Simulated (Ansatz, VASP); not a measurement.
Two plane-wave programs on Ce

```xyz
1
Lattice="0.0000 2.5142 2.5142 2.5142 0.0000 2.5142 2.5142 2.5142 0.0000" Properties=species:S:1:pos:R:3 pbc="T T T"
Ce    0.0000    0.0000    0.0000
```

Alike in both runs: task single point; functional RPBE; k mesh 15 × 15 × 15; occupations fermi-dirac, width 0.1 eV; no spin polarisation.

|  | VASP | Ansatz |
| --- | --- | --- |
| version | VASP 6.6.1 | Ansatz 0.2.0 |
| potentials or method | VASP PAW PBE potentials, release 64 (Ce) | plane waves (420 eV) with PAW, scalar-relativistic |
| plane-wave cutoff (eV) | 520 | 420 |
| valence electrons in the cell | 12 | 12 |

```csv
,VASP,Ansatz,Ansatz less VASP
pressure (GPa),-2.8,-2.6,+0.17
```

The functional is the same, so the differences come from potentials, cutoffs and numerics.

Caveats: the PAW data sets were made with another functional, which shifts forces and pressure a little (VASP). Spin polarisation is off, so any magnetic state and its effect on volume and gap are missing. Spin-orbit coupling is left out, which matters for the levels of Ce.
